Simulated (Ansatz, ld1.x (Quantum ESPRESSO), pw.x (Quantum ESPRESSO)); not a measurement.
# pw.x on diamond Re: one setting changed

Potential: norm-conserving RRKJ (Kleinman–Bylander form), ld1.x (Quantum ESPRESSO) 7.5, PBE; core [Xe] 4f14, reference 5d5 6s0.5 6p0; waves: 6p (bound, empty): rc 2.35 bohr; 5d (bound): rc 1.40 bohr; 6s (bound): rc 2.60 bohr; local part: the s channel; core correction: none; rho0 0.02.

The reference run (k-mesh 8³, cutoffs 110/440 Ry, Fermi–Dirac 0.01 Ry, mixing_beta 0.4, conv_thr 1e-9, no spin) gives 1.66 GPa at 22.585 Å³/atom, where all-electron LAPW gives -0.13 GPa. This run, with its own iteration cap, changes degauss to 0.002.

```
&control
  calculation='scf', prefix='x', pseudo_dir='./', outdir='./tmp', tstress=.true., disk_io='none'
/
&system
  ibrav=0, nat=2, ntyp=1, ecutwfc=110, ecutrho=440, nbnd=15,
  occupations='smearing', smearing='fd', degauss=0.002
/
&electrons
  conv_thr=1e-09, mixing_beta=0.4, electron_maxstep=70
/
ATOMIC_SPECIES
Re 1.0 Re.UPF
CELL_PARAMETERS angstrom
  0.00000000 2.82665864 2.82665864
  2.82665864 0.00000000 2.82665864
  2.82665864 2.82665864 0.00000000
ATOMIC_POSITIONS crystal
Re 0.0000 0.0000 0.0000
Re 0.2500 0.2500 0.2500
K_POINTS automatic
8 8 8 0 0 0
```

```bash
pw.x < Re.scf.in > Re.scf.out
```

Task: How does the run end?

Result: It converges in 19 iterations; the free energy moves by +17.9 meV/atom and the pressure by -0.20 GPa. In a metal, with Fermi–Dirac smearing, F lies below its zero-width value by a term in the square of the width.

```
Message from routine setup:
     using ibrav=0 with symmetry is DISCOURAGED, use correct ibrav instead
     lattice parameter (alat)  =       7.5542  a.u.
     unit-cell volume          =     304.8223 (a.u.)^3
     number of electrons       =        14.00
     number of Kohn-Sham states=           15
     kinetic-energy cutoff     =     110.0000  Ry
     charge density cutoff     =     440.0000  Ry
     scf convergence threshold =      1.0E-09
     Exchange-correlation= PBE
     number of k points=    29  Fermi-Dirac smearing, width (Ry)=  0.0020
     iteration #  1     ecut=   110.00 Ry     beta= 0.40
     total energy              =     -44.14732896 Ry
     estimated scf accuracy    <       1.31047362 Ry
     iteration #  2     ecut=   110.00 Ry     beta= 0.40
     total energy              =     -44.13135609 Ry
     estimated scf accuracy    <       0.21341912 Ry
     iteration #  3     ecut=   110.00 Ry     beta= 0.40
     total energy              =     -44.18795434 Ry
     estimated scf accuracy    <       0.00756946 Ry
     iteration #  4     ecut=   110.00 Ry     beta= 0.40
     c_bands:  1 eigenvalues not converged
     c_bands:  1 eigenvalues not converged
     c_bands:  1 eigenvalues not converged
     total energy              =     -44.20475139 Ry
     estimated scf accuracy    <       0.00197333 Ry
     iteration #  5     ecut=   110.00 Ry     beta= 0.40
     total energy              =     -44.20485240 Ry
     estimated scf accuracy    <       0.00029106 Ry
     iteration #  6     ecut=   110.00 Ry     beta= 0.40
     c_bands:  1 eigenvalues not converged
     total energy              =     -44.20509684 Ry
     estimated scf accuracy    <       0.00013576 Ry
     [... 7 iterations left out ...]
     iteration # 14     ecut=   110.00 Ry     beta= 0.40
     total energy              =     -44.20511178 Ry
     estimated scf accuracy    <          1.0E-09 Ry
     iteration # 15     ecut=   110.00 Ry     beta= 0.40
     total energy              =     -44.20511178 Ry
     estimated scf accuracy    <       0.00000003 Ry
     iteration # 16     ecut=   110.00 Ry     beta= 0.40
     total energy              =     -44.20511177 Ry
     estimated scf accuracy    <          7.0E-09 Ry
     iteration # 17     ecut=   110.00 Ry     beta= 0.40
     total energy              =     -44.20511178 Ry
     estimated scf accuracy    <          3.4E-09 Ry
     iteration # 18     ecut=   110.00 Ry     beta= 0.40
     total energy              =     -44.20511178 Ry
     estimated scf accuracy    <          1.6E-09 Ry
     iteration # 19     ecut=   110.00 Ry     beta= 0.40
     the Fermi energy is     9.5210 ev
!    total energy              =     -44.20511178 Ry
     estimated scf accuracy    <          4.4E-11 Ry
     smearing contrib. (-TS)   =      -0.00019168 Ry
     The total energy is F=E-TS. E is the sum of the following terms:
     one-electron contribution =      10.24213678 Ry
     hartree contribution      =       5.01842348 Ry
     xc contribution           =     -10.05096475 Ry
     ewald contribution        =     -49.41451560 Ry
     convergence has been achieved in  19 iterations
          total   stress  (Ry/bohr**3)                   (kbar)     P=       14.55
     Message from routine punch:
     Nothing written, as per user request (disk_io='none')
```

The run took about 1.9 min on one core of a shared host (Neoverse-V1, 32 threads, 247 GiB, load 17).
